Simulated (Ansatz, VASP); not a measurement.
# One calculation of Ba, two programs

```xyz
1
Lattice="0.0000 3.1747 3.1747 3.1747 0.0000 3.1747 3.1747 3.1747 0.0000" Properties=species:S:1:pos:R:3 pbc="T T T"
Ba    0.0000    0.0000    0.0000
```

Alike in both runs: functional PBE; k mesh 12 × 12 × 12; occupations gaussian, width 0.1 eV; no spin polarisation.

Ansatz relaxed the structure, and its values are those at the end. VASP's run is a single point on that final structure, the one shown.

|  | VASP | Ansatz |
| --- | --- | --- |
| version | VASP 6.6.1 | Ansatz 0.2.0 |
| potentials or method | VASP PAW PBE potentials, release 64 (Ba_sv) | scalar-relativistic, plane waves, PAW |
| plane-wave cutoff (eV) | 520 | 420 |
| valence electrons in the cell | 10 | 10 |

```csv
,VASP,Ansatz,Ansatz less VASP
gap on the k mesh at the Fermi level (eV),none,none,-
pressure (GPa),0.1,0.0,-0.05
```

A gap of «none» marks a metal or a gap that the smearing closes. With one functional, cell and mesh, what is left measures potentials, basis and numerics.

Spin-orbit coupling is left out, which matters for the levels of Ba.
